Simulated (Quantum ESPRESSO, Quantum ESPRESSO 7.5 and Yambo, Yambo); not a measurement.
# SiC (F-43m): G0W0 with Yambo, start to end

Wanted: ground state, empty states, screening and self-energy for SiC (F-43m).

Calculated with Quantum ESPRESSO 7.5 and Yambo 5.3.0; PBE and many-body steps on it, plane waves.

**The experiments to reproduce.**

- Gap 2.4 eV: Tauc optical (indirect) gap of annealed polycrystalline 3C-SiC; UV-VIS spectroscopic ellipsometry, Tauc analysis; film (CVD ultrathin polycrystalline film, annealed, about 5 nm grains) (“On-Demand CMOS-Compatible Fabrication of Ultrathin Self-Aligned SiC Nanowire Arrays”, 2018, pmc:6267454).

- Gap 2.39 eV: band gap at cryogenic temperature; bulk crystal (literature value) (quoted in “Silicon carbide diodes for neutron detection”, 2020, arxiv:2009.14696).

## 1. The starting structure

It takes space group F-43m (No. 216, cubic). Conventional cell: a = 4.358 Å, b = 4.358 Å, c = 4.358 Å, α = 90.00°, β = 90.00°, γ = 90.00°. Nearest to Si lie 4 C at 1.89 Å. Nearest to C lie 4 Si at 1.89 Å. Farther neighbours are not listed.

The cell and positions come from the Crystallography Open Database and are kept as given unless a step says otherwise.

## 2. Ground state

This step: Quantum ESPRESSO 7.5; DFT, PBE, plane waves, norm-conserving pseudopotentials.

The ground-state density comes first.

Contents of pw.in:

```
&control
  calculation = 'scf'
  prefix = 'x'
  outdir = 'o'
  pseudo_dir = 'pseudo'
/
&system
  ibrav = 0
  nat = 2
  ntyp = 2
  ecutwfc = 74.0
  nbnd = 9
  force_symmorphic = .true.
/
&electrons
  conv_thr = 1e-10
  electron_maxstep = 80
  mixing_beta = 0.5
/
ATOMIC_SPECIES
  Si 28.085 Si.upf
  C 12.011 C.upf
CELL_PARAMETERS angstrom
  -0.0000000000 2.1790000000 2.1790000000
  2.1790000000 -0.0000000000 2.1790000000
  2.1790000000 2.1790000000 -0.0000000000
ATOMIC_POSITIONS crystal
  Si 0.0000000000 0.0000000000 0.0000000000
  C 0.2500000000 0.2500000000 0.2500000000
K_POINTS automatic
  8 8 8 0 0 0
```

Started as:

```console
$ OMP_NUM_THREADS=1 mpirun -n 8 pw.x -nk 8 -in pw.in > pw.out
```

Output:

```text
Program PWSCF v.7.5 starts

     This program is part of the open-source Quantum ESPRESSO suite
     for quantum simulation of materials; please cite
         "P. Giannozzi et al., J. Phys.:Condens. Matter 21 395502 (2009);
         "P. Giannozzi et al., J. Phys.:Condens. Matter 29 465901 (2017);
         "P. Giannozzi et al., J. Chem. Phys. 152 154105 (2020);
     in publications or presentations arising from this work. More details at
     Message from routine setup:
     using ibrav=0 with symmetry is DISCOURAGED, use correct ibrav instead

     G-vector sticks info

     bravais-lattice index     =            0
     lattice parameter (alat)  =       5.8233  a.u.
     unit-cell volume          =     139.6363 (a.u.)^3
     number of atoms/cell      =            2
     number of atomic types    =            2
     number of electrons       =         8.00
     number of Kohn-Sham states=            9
     kinetic-energy cutoff     =      74.0000  Ry
     charge density cutoff     =     296.0000  Ry
     scf convergence threshold =      1.0E-10
     mixing beta               =       0.5000
     number of iterations used =            8  plain     mixing
     Exchange-correlation= PBE
                           (   1   4   3   4   0   0   0)

     celldm(1)=   5.823326  celldm(2)=   0.000000  celldm(3)=   0.000000
     celldm(4)=   0.000000  celldm(5)=   0.000000  celldm(6)=   0.000000

     crystal axes: (cart. coord. in units of alat)
               a(1) = (  -0.000000   0.707107   0.707107 )
               a(2) = (   0.707107  -0.000000   0.707107 )
               a(3) = (   0.707107   0.707107  -0.000000 )

     reciprocal axes: (cart. coord. in units 2 pi/alat)
               b(1) = ( -0.707107  0.707107  0.707107 )
               b(2) = (  0.707107 -0.707107  0.707107 )
               b(3) = (  0.707107  0.707107 -0.707107 )
     Pseudo is Norm-conserving + core correction, Zval =  4.0
     Generated using ONCVPSP code by D. R. Hamann
     Using radial grid of 1510 points,  6 beta functions with:
     Pseudo is Norm-conserving + core correction, Zval =  4.0
     Generated using ONCVPSP code by D. R. Hamann
     Using radial grid of 1248 points,  4 beta functions with:
     Si                4.00    28.08500     Si( 1.00)
     C                 4.00    12.01100     C ( 1.00)

     24 Sym. Ops. (no inversion) found

   Cartesian axes

     site n.     atom                  positions (alat units)
         1        Si     tau(   1) = (   0.0000000   0.0000000   0.0000000  )
         2        C      tau(   2) = (   0.3535534   0.3535534   0.3535534  )

     number of k points=    29
                       cart. coord. in units 2pi/alat
        k(    1) = (   0.0000000   0.0000000   0.0000000), wk =   0.0039062
        k(    2) = (   0.0883883   0.0883883  -0.0883883), wk =   0.0312500
        k(    3) = (   0.1767767   0.1767767  -0.1767767), wk =   0.0312500
        k(    4) = (   0.2651650   0.2651650  -0.2651650), wk =   0.0312500
        k(    5) = (  -0.3535534  -0.3535534   0.3535534), wk =   0.0156250
        k(    6) = (   0.1767767   0.0000000   0.0000000), wk =   0.0234375
        k(    7) = (   0.2651650   0.0883883  -0.0883883), wk =   0.0937500
        k(    8) = (   0.3535534   0.1767767  -0.1767767), wk =   0.0937500
        k(    9) = (  -0.2651650  -0.4419417   0.4419417), wk =   0.0937500
        k(   10) = (  -0.1767767  -0.3535534   0.3535534), wk =   0.0937500
     [... 17 further rows ...]
        k(   28) = (  -0.7071068   0.1767767  -0.0000000), wk =   0.0468750
        k(   29) = (  -0.7071068   0.3535534   0.0000000), wk =   0.0234375

     Dense  grid:    12039 G-vectors     FFT dimensions: (  32,  32,  32)

     Initial potential from superposition of free atoms

     starting charge       7.9993, renormalised to       8.0000
     Starting wfcs are    8 randomized atomic wfcs +    1 random wfcs

     per-process dynamical memory:    11.6 Mb

     Self-consistent Calculation

     iteration #  1     ecut=    74.00 Ry     beta= 0.50

     total energy              =     -20.43214715 Ry
     estimated scf accuracy    <       0.43896864 Ry

     iteration #  2     ecut=    74.00 Ry     beta= 0.50

     total energy              =     -20.53625388 Ry
     estimated scf accuracy    <       0.02291801 Ry

     iteration #  3     ecut=    74.00 Ry     beta= 0.50

     total energy              =     -20.53952146 Ry
     estimated scf accuracy    <       0.00318189 Ry

     iteration #  4     ecut=    74.00 Ry     beta= 0.50

     total energy              =     -20.53967056 Ry
     estimated scf accuracy    <       0.00027719 Ry

     iteration #  5     ecut=    74.00 Ry     beta= 0.50

     total energy              =     -20.53974169 Ry
     estimated scf accuracy    <       0.00000971 Ry

     iteration #  6     ecut=    74.00 Ry     beta= 0.50

     total energy              =     -20.53974431 Ry
     estimated scf accuracy    <       0.00000039 Ry

     iteration #  7     ecut=    74.00 Ry     beta= 0.50

     total energy              =     -20.53974433 Ry
     estimated scf accuracy    <       0.00000009 Ry

     iteration #  8     ecut=    74.00 Ry     beta= 0.50

     total energy              =     -20.53974435 Ry
     estimated scf accuracy    <          7.0E-10 Ry

     iteration #  9     ecut=    74.00 Ry     beta= 0.50

     total energy              =     -20.53974435 Ry
     estimated scf accuracy    <          2.5E-10 Ry

     iteration # 10     ecut=    74.00 Ry     beta= 0.50

     End of self-consistent calculation

          k = 0.0000 0.0000 0.0000 (  1459 PWs)   bands (ev):

    -5.9135   9.4961   9.4961   9.4961  15.7194  16.8073  16.8073  16.8073
    24.0247

          k = 0.0884 0.0884-0.0884 (  1468 PWs)   bands (ev):

    -5.6090   8.0101   9.2947   9.2947  15.9644  17.1576  17.1576  17.3274
    22.8086

          k = 0.1768 0.1768-0.1768 (  1489 PWs)   bands (ev):

    -4.7185   5.1994   8.8888   8.8888  15.4830  17.4074  17.4074  18.8439
    22.6373

          k = 0.2652 0.2652-0.2652 (  1498 PWs)   bands (ev):

     [... further k-points ...]

     highest occupied, lowest unoccupied level (ev):     9.4961   10.8574

!    total energy              =     -20.53974435 Ry
     estimated scf accuracy    <          1.1E-11 Ry

     The total energy is the sum of the following terms:
     one-electron contribution =       5.61545042 Ry
     hartree contribution      =       2.33399762 Ry
     xc contribution           =      -7.55797062 Ry
     ewald contribution        =     -20.93122177 Ry

     convergence has been achieved in  10 iterations

     XML data file, charge density, pseudopotentials, collected wavefunctions

=------------------------------------------------------------------------------=
   JOB DONE.
=------------------------------------------------------------------------------=
```

It took 1.6 s on 8 MPI ranks of Arm Neoverse V1, shared host; peak memory 0.05 GiB; 12 s of CPU time.

Numbers from this step:

```
total energy               : -279.4575 eV
gap                        : 1.361 eV
k of the valence top       : 0, 0, 0
k of the conduction bottom : 0, -0.5, -0.5
least direct gap           : 4.553 eV
```

The gap is indirect, with the least direct gap 3.19 eV higher.

## 3. Bands along the symmetry lines

The cheap functional maps the bands first; the places of the edges decide which points the dearer methods must see.

Contents of pw.in:

```
&control
  calculation = 'bands'
  prefix = 'x'
  outdir = 'o'
  pseudo_dir = 'pseudo'
/
&system
  ibrav = 0
  nat = 2
  ntyp = 2
  ecutwfc = 74.0
  nbnd = 10
  force_symmorphic = .true.
/
&electrons
  conv_thr = 1e-9
  electron_maxstep = 80
  diago_full_acc = .true.
  diago_thr_init = 5e-6
/
ATOMIC_SPECIES
  Si 28.085 Si.upf
  C 12.011 C.upf
CELL_PARAMETERS angstrom
  -0.0000000000 2.1790000000 2.1790000000
  2.1790000000 -0.0000000000 2.1790000000
  2.1790000000 2.1790000000 -0.0000000000
ATOMIC_POSITIONS crystal
  Si 0.0000000000 0.0000000000 0.0000000000
  C 0.2500000000 0.2500000000 0.2500000000
K_POINTS crystal
  50
  0.00000000 0.00000000 0.00000000 1
  -0.06250000 -0.06250000 0.00000000 1
  -0.12500000 -0.12500000 0.00000000 1
  -0.18750000 -0.18750000 0.00000000 1
  -0.25000000 -0.25000000 0.00000000 1
  -0.31250000 -0.31250000 0.00000000 1
  -0.37500000 -0.37500000 0.00000000 1
  -0.43750000 -0.43750000 0.00000000 1
  -0.50000000 -0.50000000 0.00000000 1
  -0.48437500 -0.48437500 0.03125000 1
  -0.46875000 -0.46875000 0.06250000 1
  -0.45312500 -0.45312500 0.09375000 1
  -0.43750000 -0.43750000 0.12500000 1
  -0.42187500 -0.42187500 0.15625000 1
  -0.40625000 -0.40625000 0.18750000 1
  -0.39062500 -0.39062500 0.21875000 1
  -0.37500000 -0.37500000 0.25000000 1
  -0.37500000 0.00000000 0.37500000 1
  -0.32812500 0.00000000 0.32812500 1
  -0.28125000 0.00000000 0.28125000 1
  -0.23437500 0.00000000 0.23437500 1
  -0.18750000 0.00000000 0.18750000 1
  -0.14062500 0.00000000 0.14062500 1
  -0.09375000 0.00000000 0.09375000 1
  -0.04687500 0.00000000 0.04687500 1
  0.00000000 0.00000000 0.00000000 1
  0.00000000 0.00000000 0.06250000 1
  0.00000000 0.00000000 0.12500000 1
  0.00000000 0.00000000 0.18750000 1
  0.00000000 0.00000000 0.25000000 1
  0.00000000 0.00000000 0.31250000 1
  0.00000000 0.00000000 0.37500000 1
  0.00000000 0.00000000 0.43750000 1
  0.00000000 0.00000000 0.50000000 1
  -0.06250000 -0.03125000 0.46875000 1
  -0.12500000 -0.06250000 0.43750000 1
  -0.18750000 -0.09375000 0.40625000 1
  -0.25000000 -0.12500000 0.37500000 1
  -0.31250000 -0.15625000 0.34375000 1
  -0.37500000 -0.18750000 0.31250000 1
  -0.43750000 -0.21875000 0.28125000 1
  -0.50000000 -0.25000000 0.25000000 1
  -0.50000000 -0.28125000 0.21875000 1
  -0.50000000 -0.31250000 0.18750000 1
  -0.50000000 -0.34375000 0.15625000 1
  -0.50000000 -0.37500000 0.12500000 1
  -0.50000000 -0.40625000 0.09375000 1
  -0.50000000 -0.43750000 0.06250000 1
  -0.50000000 -0.46875000 0.03125000 1
  -0.50000000 -0.50000000 0.00000000 1
```

Output:

```text
[banner, memory and clock lines left out]
Program PWSCF v.7.5 starts

     Atomic positions and unit cell read from directory:
     o/x.save/

     Message from routine setup:
     using ibrav=0 with symmetry is DISCOURAGED, use correct ibrav instead

     G-vector sticks info

     bravais-lattice index     =            0
     lattice parameter (alat)  =       5.8233  a.u.
     unit-cell volume          =     139.6363 (a.u.)^3
     number of atoms/cell      =            2
     number of atomic types    =            2
     number of electrons       =         8.00
     number of Kohn-Sham states=           10
     kinetic-energy cutoff     =      74.0000  Ry
     charge density cutoff     =     296.0000  Ry
     Exchange-correlation= PBE
                           (   1   4   3   4   0   0   0)

     celldm(1)=   5.823326  celldm(2)=   0.000000  celldm(3)=   0.000000
     celldm(4)=   0.000000  celldm(5)=   0.000000  celldm(6)=   0.000000

     crystal axes: (cart. coord. in units of alat)
               a(1) = (  -0.000000   0.707107   0.707107 )
               a(2) = (   0.707107  -0.000000   0.707107 )
               a(3) = (   0.707107   0.707107  -0.000000 )

     reciprocal axes: (cart. coord. in units 2 pi/alat)
               b(1) = ( -0.707107  0.707107  0.707107 )
               b(2) = (  0.707107 -0.707107  0.707107 )
               b(3) = (  0.707107  0.707107 -0.707107 )
     Pseudo is Norm-conserving + core correction, Zval =  4.0
     Generated using ONCVPSP code by D. R. Hamann
     Using radial grid of 1510 points,  6 beta functions with:
     Pseudo is Norm-conserving + core correction, Zval =  4.0
     Generated using ONCVPSP code by D. R. Hamann
     Using radial grid of 1248 points,  4 beta functions with:
     Si                4.00    28.08500     Si( 1.00)
     C                 4.00    12.01100     C ( 1.00)

     24 Sym. Ops. (no inversion) found

   Cartesian axes

     site n.     atom                  positions (alat units)
         1        Si     tau(   1) = (   0.0000000   0.0000000   0.0000000  )
         2        C      tau(   2) = (   0.3535534   0.3535534   0.3535534  )

     number of k points=    50
                       cart. coord. in units 2pi/alat
        k(    1) = (   0.0000000   0.0000000   0.0000000), wk =   0.0400000
        k(    2) = (   0.0000000   0.0000000  -0.0883883), wk =   0.0400000
        k(    3) = (   0.0000000   0.0000000  -0.1767767), wk =   0.0400000
[...]
[... 38 further rows ...]
        k(   49) = (   0.0441942  -0.0000000  -0.7071068), wk =   0.0400000
        k(   50) = (   0.0000000   0.0000000  -0.7071068), wk =   0.0400000

     Dense  grid:    12039 G-vectors     FFT dimensions: (  32,  32,  32)

     The potential is recalculated from file :
     o/x.save/charge-density

     Starting wfcs are    8 randomized atomic wfcs +    2 random wfcs

     Band Structure Calculation

     End of band structure calculation

          k = 0.0000 0.0000 0.0000 (  1459 PWs)   bands (ev):

    -5.9135   9.4961   9.4961   9.4961  15.7194  16.8074  16.8074  16.8074
    24.0247  24.0247

          k = 0.0000 0.0000-0.0884 (  1463 PWs)   bands (ev):

    -5.8116   9.1779   9.2976   9.2976  15.9821  16.5572  17.0972  17.0972
    22.7759  24.1392

          k = 0.0000 0.0000-0.1768 (  1483 PWs)   bands (ev):

    -5.5074   8.3793   8.7981   8.7981  15.6821  16.7096  17.8632  17.8632
    21.0093  24.4815

          k =-0.0000 0.0000-0.2652 (  1483 PWs)   bands (ev):

[...]
k = 0.0000 0.0000-0.3536 (  1491 PWs)   bands (ev):

[...]
k = 0.0000-0.0000-0.4419 (  1495 PWs)   bands (ev):

[...]
k =-0.0000 0.0000-0.5303 (  1512 PWs)   bands (ev):

[...]
k = 0.0000-0.0000-0.6187 (  1508 PWs)   bands (ev):

[...]
k = 0.5303-0.0000-0.5303 (  1514 PWs)   bands (ev):

[...]
k = 0.0000 0.0000 0.0000 (  1459 PWs)   bands (ev):

[...]
k = 0.1326 0.0000-0.7071 (  1510 PWs)   bands (ev):

[...]
k = 0.0884-0.0000-0.7071 (  1518 PWs)   bands (ev):

[...]
k = 0.0442-0.0000-0.7071 (  1516 PWs)   bands (ev):

    -0.8889   1.7141   6.2251   6.2343  10.9909  13.9495  23.3378  23.5034
    24.1814  29.2234

          k = 0.0000 0.0000-0.7071 (  1524 PWs)   bands (ev):

    -0.8969   1.6936   6.3045   6.3045  10.8574  13.8294  23.4966  23.4966
    24.2654  29.5334

     XML data file, pseudopotentials, collected wavefunctions
```

The job ended after 1.3 s (8 MPI ranks; peak memory 0.05 GiB; 9.6 s of CPU time).

This step gave:

```yaml
gap: 1.361 eV
k_of_the_valence_top: 0, 0, 0
k_of_the_conduction_bottom: -0.5, -0.5, 0
least_direct_gap: 4.553 eV
```

The gap is 1.361 eV, as in the run before at this level.

Electronic bands along the path, in eV, zero at the top of the highest filled band; v1 is the highest filled band, c1 the lowest empty one:

| point | v4 | v3 | v2 | v1 | c1 | c2 | c3 | c4 |
| --- | --- | --- | --- | --- | --- | --- | --- | --- |
| Γ | -15.41 | 0.00 | 0.00 | 0.00 | 6.22 | 7.31 | 7.31 | 7.31 |
| halfway | -13.81 | -3.35 | -1.94 | -1.94 | 4.06 | 6.35 | 10.58 | 10.58 |
| X | -10.39 | -7.80 | -3.19 | -3.19 | 1.36 | 4.33 | 14.00 | 14.00 |
| halfway | -10.34 | -7.64 | -4.23 | -3.04 | 2.10 | 5.31 | 13.33 | 13.54 |
| U | -10.39 | -7.28 | -5.55 | -2.60 | 3.11 | 7.78 | 11.84 | 12.45 |
| jump to K | -10.39 | -7.28 | -5.55 | -2.60 | 3.11 | 7.78 | 11.84 | 12.45 |
| halfway | -13.64 | -4.48 | -2.93 | -0.54 | 6.77 | 7.84 | 8.25 | 9.05 |
| Γ | -15.41 | 0.00 | 0.00 | 0.00 | 6.22 | 7.31 | 7.31 | 7.31 |
| halfway | -14.21 | -4.30 | -0.61 | -0.61 | 5.99 | 7.91 | 7.91 | 9.35 |
| L | -11.84 | -8.54 | -1.05 | -1.05 | 5.43 | 7.23 | 7.23 | 10.05 |
| halfway | -11.20 | -7.83 | -3.71 | -2.26 | 5.25 | 7.28 | 10.15 | 11.00 |
| W | -10.16 | -7.03 | -4.99 | -4.69 | 5.21 | 9.44 | 9.45 | 9.79 |
| halfway | -10.28 | -7.49 | -4.07 | -4.05 | 3.06 | 6.02 | 11.94 | 13.32 |
| X | -10.39 | -7.80 | -3.19 | -3.19 | 1.36 | 4.33 | 14.00 | 14.00 |

The electronic bands as a text plot (rows in eV, shown from -8.0 to 7.4 only):

```
    7.0 |+++++           +      ++++++++        +++++++
    6.4 |++++ ++                     +++++++
    5.8 |       ++      +     ++            +++++ ++++       +
    5.1 |    +    +    +    ++                   +    ++++++  +
    4.5 |          ++++                                     +  ++
    3.8 |     ++           +
    3.2 |       ++        +                                  +
    2.6 |               ++                                    +
    1.9 |         +   ++                                       +
    1.3 |          +++                                          +
    0.6 |
    0.0 |**                      **********
   -0.6 |  **                   *  ***  *  *****
   -1.3 |  ***              ****         **     *****
   -1.9 |    ***           *     ****               **
   -2.6 |       ***      **                *         **
   -3.2 |     **   ******       ***                    *       **
   -3.8 |                     **                      * *    **
   -4.5 |       **     **       *           *          * ****
   -5.1 |                *  **                          ****
   -5.8 |         *       **  **             **
   -6.4 |                   **
   -7.0 |          **     **                   *        *****
   -7.7 |            *****                            **     ****
         Γ           X  U|K            Γ         L        W     X
```

[end of part 1 of 3]

[Paths, hosts, dates, memory and timing lines, banners, echoed tables and standing remarks are left out of the program output.]

[Logs are printed without paths, hosts, clocks, repeated set-up lines and the standing remarks that a program may print on its own settings, such as how far it seeks lower states.]

[Runs of the session that timed out or met a known fault of the program may be left out.]

[Hosts, paths, dates, database ids (printed as entryN), source tags and the programs' standing remarks are cut or masked in the printed files.]
